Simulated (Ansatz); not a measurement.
# Density of states of Rb

```
Rb
1.0
     4.62467    0.00000    0.00000
     0.00000    4.62467    0.00000
     0.00000    0.00000    4.62467
Rb
1
Cartesian
  0.0000 0.0000 0.0000
```

The structure comes from a relaxation in the same program, started in the sc type, and has space group Pm-3m. Whether it is a known phase or the ground state wasn't checked.

Method: Ansatz 0.2.0, DFT, PBE, all-electron LAPW, scalar-relativistic.

Settings: a Γ-centred 10×10×10 k mesh, Fermi–Dirac smearing of 0.08 eV, basis error target 0.5 meV/atom, no spin polarisation.

States per eV and cell, averaged over 0.4 eV, from -1.8 to 1.6 eV, with energies (bin centres) from the Fermi level; empty bins are left out. 

| E (eV) | total |
| --- | --- |
| -1.7 | 0.16 |
| -1.3 | 0.38 |
| -0.9 | 0.55 |
| -0.5 | 0.73 |
| -0.1 | 0.90 |
| 0.3 | 0.96 |
| 0.7 | 1.49 |
| 1.1 | 1.38 |
| 1.5 | 1.65 |
